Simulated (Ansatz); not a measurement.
# Ru(0001) with 2 layers of random Ru-W, 2x2: scattering by chemical disorder

How strongly does chemical disorder scatter in Ru(0001) with 2 layers of random Ru-W, 2x2?

Program: Ansatz 0.2.0. Level of theory: Ansatz plane-wave DFT, PBE, PAW files; ballistic transport by layer matching (Landauer), zero bias; PAW set soft_1. Results are calculated unless marked as measured.

Most raw output is cut from this account.

### 1. Set-up

The cell holds 48 atoms: 44 Ru and 4 W. Its edges and angles: a = 5.412 Å, b = 5.412 Å, c = 25.691 Å, α = 90.0°, β = 90.0°, γ = 120.0°. It derives from Ru. Regions: lead, 40 atoms (40 Ru); scattering region, 8 atoms (4 W and 4 Ru). The structure is stacked along c, and the current runs across the ab planes.

### 2. With 2 alloy layers

In 2 layers a share of 0.5 of the sites is given to W at random. The layers about the cell's end stay perfect and serve as the lead. Disorder leaves little or no symmetry, which makes such runs dear. Energies from -0.05 to 0.05 eV in steps of 0.05 eV are too few for the program's thermal sum, so it prints no conductance; for a metal the transmission near the Fermi level serves, at a fraction of the cost.

File input.yaml:

```yaml
crystal:
  lattice:
    - [5.4116, 0.0, 0.0]
    - [-2.7058, 4.6865830751, 0.0]
    - [0.0, 0.0, 25.6914]
  atoms:
    - { symbol: Ru, position: [0.1666666667, 0.3333333333, 0.0416666667] }
    - { symbol: Ru, position: [0.1666666667, 0.8333333333, 0.0416666667] }
    - { symbol: Ru, position: [0.6666666667, 0.3333333333, 0.0416666667] }
    - { symbol: Ru, position: [0.6666666667, 0.8333333333, 0.0416666667] }
    - { symbol: Ru, position: [0.3333333333, 0.1666666667, 0.125] }
    - { symbol: Ru, position: [0.3333333333, 0.6666666667, 0.125] }
    - { symbol: Ru, position: [0.8333333333, 0.1666666667, 0.125] }
    - { symbol: Ru, position: [0.8333333333, 0.6666666667, 0.125] }
[... 36 atom lines left out ...]
    - { symbol: Ru, position: [0.3333333333, 0.1666666667, 0.9583333333] }
    - { symbol: Ru, position: [0.3333333333, 0.6666666667, 0.9583333333] }
    - { symbol: Ru, position: [0.8333333333, 0.1666666667, 0.9583333333] }
    - { symbol: Ru, position: [0.8333333333, 0.6666666667, 0.9583333333] }
kpoints:
  mp_grid: { grid: [5, 5, 1] }
hamiltonian:
  xc: pbe
  pseudopotentials: { kind: paw, azcp: { folder: soft_1 } }
scf:
  occupations: { method: fermi_dirac, width: 0.1 }
output:
  transmission:
    leads: [[0, 8]]
    kmesh: [10, 10]
    e_range: [-0.05, 0.05]
    de: 0.05
  write_potential: true
  write_density: true
  volumetric_format: npy
```

On the command line:

```
$ ansatz run input.yaml --threads 4 --pin off --max-ram 15360MiB --backend cpu --events-out ev --progress --plain --runs-dir out
```

Run time: 10 min. Hardware: 4 threads of Arm Neoverse V1, shared host; peak memory 5.9 GiB; 36 min of CPU time.

Numbers from this step:

| Quantity | Value |
| --- | --- |
| free energy | -300207.0136 eV |
| energy at zero smearing | -300206.2239 eV |
| Fermi energy | 23.57 eV |
| cell area | 25.36 Å² |
| transmission per spin nearest the Fermi level | 3.477 |
| open channels per spin nearest the Fermi level | 5.28 |
| step of the lead's potential | 26.8 meV |

Per spin. The transmission, zone mean by energy, zero at the Fermi level:

```csv
energy (eV),"transmission, zone mean"
-0.0500,3.43
0.0000,3.48
0.0500,3.59
```

Per spin. Open channels, zone mean, lead against energy, zero at the Fermi level:

| energy (eV) | open channels, zone mean, lead |
| --- | --- |
| -0.0500 | 5.12 |
| 0.0000 | 5.28 |
| 0.0500 | 5.88 |

Open channels over k1 and k2. At 0.0000 eV from the Fermi level.

Values, 10 rows by 10 columns:
```
 4.0  6.0  5.0  5.0  5.0  6.0  4.0  3.0  2.0  3.0
 3.0  5.0  5.0  5.0  5.0  5.0  5.0  3.0  2.0  2.0
 3.0  5.0  5.0  7.0  9.0  7.0  5.0  5.0  3.0  3.0
 4.0  5.0  5.0  9.0 12.0 12.0  9.0  5.0  5.0  4.0
 6.0  6.0  5.0  7.0 12.0 12.0 12.0  7.0  5.0  6.0
 4.0  4.0  5.0  5.0  9.0 12.0 12.0  9.0  5.0  5.0
 3.0  3.0  3.0  5.0  5.0  7.0  9.0  7.0  5.0  5.0
 3.0  2.0  2.0  3.0  5.0  5.0  5.0  5.0  5.0  5.0
 4.0  3.0  2.0  3.0  4.0  6.0  5.0  5.0  5.0  6.0
 6.0  4.0  3.0  3.0  4.0  6.0  4.0  3.0  3.0  4.0
```
Columns: k1 (b1) from -0.5 to 0.4; rows upwards: k2 (b2) from -0.5 to 0.4.

Over the solved energies the transmission per spin lies between 3.43 and 3.59, out of 5.43 channels of the lead on average (up to 5.88). The log calls the step of a lead's potential too much.

### 3. With 6 alloy layers

In 6 layers a share of 0.5 of the sites is given to W at random. A fresh draw is used; the growth of the resistance with length is what counts.

System of this step: Ru(0001) with 6 layers of random Ru-W, 2x2. The cell holds 64 atoms: 52 Ru and 12 W. Cell: a = 5.412 Å, b = 5.412 Å, c = 34.255 Å, α = 90.0°, β = 90.0°, γ = 120.0°. It derives from Ru. Regions: lead, 40 atoms (40 Ru); scattering region, 24 atoms (12 Ru and 12 W). The structure is stacked along c, and the current runs across the ab planes.

File input.yaml:

```yaml
crystal:
  lattice:
    - [5.4116, 0.0, 0.0]
    - [-2.7058, 4.6865830751, 0.0]
    - [0.0, 0.0, 34.2552]
  atoms:
    - { symbol: Ru, position: [0.1666666667, 0.3333333333, 0.03125] }
    - { symbol: Ru, position: [0.1666666667, 0.8333333333, 0.03125] }
    - { symbol: Ru, position: [0.6666666667, 0.3333333333, 0.03125] }
    - { symbol: Ru, position: [0.6666666667, 0.8333333333, 0.03125] }
    - { symbol: Ru, position: [0.3333333333, 0.1666666667, 0.09375] }
    - { symbol: Ru, position: [0.3333333333, 0.6666666667, 0.09375] }
    - { symbol: Ru, position: [0.8333333333, 0.1666666667, 0.09375] }
    - { symbol: Ru, position: [0.8333333333, 0.6666666667, 0.09375] }
[... 52 atom lines left out ...]
    - { symbol: Ru, position: [0.3333333333, 0.1666666667, 0.96875] }
    - { symbol: Ru, position: [0.3333333333, 0.6666666667, 0.96875] }
    - { symbol: Ru, position: [0.8333333333, 0.1666666667, 0.96875] }
    - { symbol: Ru, position: [0.8333333333, 0.6666666667, 0.96875] }
kpoints:
  mp_grid: { grid: [5, 5, 1] }
hamiltonian:
  xc: pbe
  pseudopotentials: { kind: paw, azcp: { folder: soft_1 } }
scf:
  occupations: { method: fermi_dirac, width: 0.1 }
output:
  transmission:
    leads: [[0, 8]]
    kmesh: [10, 10]
    e_range: [-0.05, 0.05]
    de: 0.05
  write_potential: true
  write_density: true
  volumetric_format: npy
```

Run time: 19 min. Hardware: 4 threads; peak memory 10 GiB.

Numbers from this step:

| Property | Result |
| --- | --- |
| free energy | -430319.9840 eV |
| energy at zero smearing | -430319.0316 eV |
| Fermi energy | 23.85 eV |
| transmission per spin nearest the Fermi level | 2.336 |
| step of the lead's potential | 21.3 meV |

Per spin. The transmission, zone mean by energy, zero at the Fermi level:

```
energy (eV)  transmission, zone mean
    -0.0500                     2.28
     0.0000                     2.34
     0.0500                     2.42
```

Over the solved energies the transmission per spin lies between 2.28 and 2.42, out of 5.43 channels of the lead on average (up to 5.91).

### 4. With 10 alloy layers

In 10 layers a share of 0.5 of the sites is given to W at random. A fresh draw is used; the growth of the resistance with length is what counts.

System of this step: Ru(0001) with 10 layers of random Ru-W, 2x2. The cell holds 80 atoms: 60 Ru and 20 W. Its edges and angles: a = 5.412 Å, b = 5.412 Å, c = 42.819 Å, α = 90.0°, β = 90.0°, γ = 120.0°. It derives from Ru. Regions: lead, 40 atoms (40 Ru); scattering region, 40 atoms (20 Ru and 20 W). The structure is stacked along c, and the current runs across the ab planes.

File input.yaml:

```yaml
crystal:
  lattice:
    - [5.4116, 0.0, 0.0]
    - [-2.7058, 4.6865830751, 0.0]
    - [0.0, 0.0, 42.819]
  atoms:
    - { symbol: Ru, position: [0.1666666667, 0.3333333333, 0.025] }
    - { symbol: Ru, position: [0.1666666667, 0.8333333333, 0.025] }
    - { symbol: Ru, position: [0.6666666667, 0.3333333333, 0.025] }
    - { symbol: Ru, position: [0.6666666667, 0.8333333333, 0.025] }
    - { symbol: Ru, position: [0.3333333333, 0.1666666667, 0.075] }
    - { symbol: Ru, position: [0.3333333333, 0.6666666667, 0.075] }
    - { symbol: Ru, position: [0.8333333333, 0.1666666667, 0.075] }
    - { symbol: Ru, position: [0.8333333333, 0.6666666667, 0.075] }
[... 68 atom lines left out ...]
    - { symbol: Ru, position: [0.3333333333, 0.1666666667, 0.975] }
    - { symbol: Ru, position: [0.3333333333, 0.6666666667, 0.975] }
    - { symbol: Ru, position: [0.8333333333, 0.1666666667, 0.975] }
    - { symbol: Ru, position: [0.8333333333, 0.6666666667, 0.975] }
kpoints:
  mp_grid: { grid: [5, 5, 1] }
hamiltonian:
  xc: pbe
  pseudopotentials: { kind: paw, azcp: { folder: soft_1 } }
scf:
  occupations: { method: fermi_dirac, width: 0.1 }
output:
  transmission:
    leads: [[0, 8]]
    kmesh: [10, 10]
    e_range: [-0.05, 0.05]
    de: 0.05
  write_potential: true
  write_density: true
  volumetric_format: npy
```

Wall time 29 min (4 threads); peak memory 8.2 GiB; 1.8 h of CPU time.

This step gave:

- free energy: -560431.9453 eV
- energy at zero smearing: -560430.7572 eV
- Fermi energy: 24.03 eV
- transmission per spin nearest the Fermi level: 1.827
- step of the lead's potential: 25.2 meV

Per spin. The transmission, zone mean by energy, zero at the Fermi level:

| energy (eV) | transmission, zone mean |
| --- | --- |
| -0.0500 | 1.83 |
| 0.0000 | 1.83 |
| 0.0500 | 1.88 |

Over the solved energies the transmission per spin lies between 1.83 and 1.88, out of 5.48 channels of the lead on average (up to 6). The log calls the step of a lead's potential too much.

### 5. Resistance against length

This step: Ansatz plane-wave DFT, PBE, PAW files; ballistic transport by layer matching (Landauer), zero bias; residual resistivity from the slope of the area resistance, atoms on the host's lattice; PAW set soft_1 (Ansatz 0.2.0).

Numbers from this step:

- resistivity: 49.33 µΩ cm
- intercept: 0.1336 fΩ m²
- scatter about the fit: 0.01769 fΩ m²

Resistance, by row:

```
run  length (Å)      T  channels N  RA (fΩ m²)
 n2       4.282  3.499       5.427      0.3323
 n6       12.85  2.346        5.43      0.7923
n10       21.41  1.845        5.48       1.177
```

Area resistance against length of the alloy:

```csv
length of the alloy (Å),area resistance (fΩ m²)
4.28,0.332
12.85,0.792
21.41,1.18
```

The area resistance goes from 0.33 to 1.2 fΩ m² between 4.3 and 21.4 Å, a slope of 49 µΩ cm.

By hand from the end points: (1.177 − 0.3323) fΩ m² / (21.41 − 4.28) Å = 49 µΩ cm, since 1 fΩ m² per Å is 1000 µΩ cm.

### 6. Results

```json
{
 "resistivity from the slope": "49.3 µΩ cm",
 "area resistance over 4.28 Å": "0.332 fΩ m²",
 "area resistance over 12.8 Å": "0.792 fΩ m²",
 "area resistance over 21.4 Å": "1.18 fΩ m²"
}
```

What this shows: The slope gives 49 µΩ cm. The points scatter by 0.018 fΩ m² about the line, with one random draw a length in a 2x2 cell, so the slope is a rough value. Read with a model of isotropic scattering on a spherical Fermi surface and the lead's 1.7×10¹⁵ S/m², this slope means a mean free path near 9.3 Å (a rough figure, since the alloy's own channel count differs); over these lengths the model's slope is within 3 % of its bulk resistivity. The atoms sit on the host's lattice, so scattering by size misfit is left out. With 50 % of W, whose own structure is another, this is a hypothetical phase. Spin-orbit coupling is left out, which matters for W. A lead's potential steps by up to 27 meV from period to period, which the log calls too much, so longer leads could move the result.

[Logs are printed without paths, hosts, clocks, repeated set-up lines and the standing remarks that a program may print on its own settings, such as how far it seeks lower states.]

[Hosts, paths, dates, database ids (printed as entryN), source tags and the programs' standing remarks are cut or masked in the printed files.]
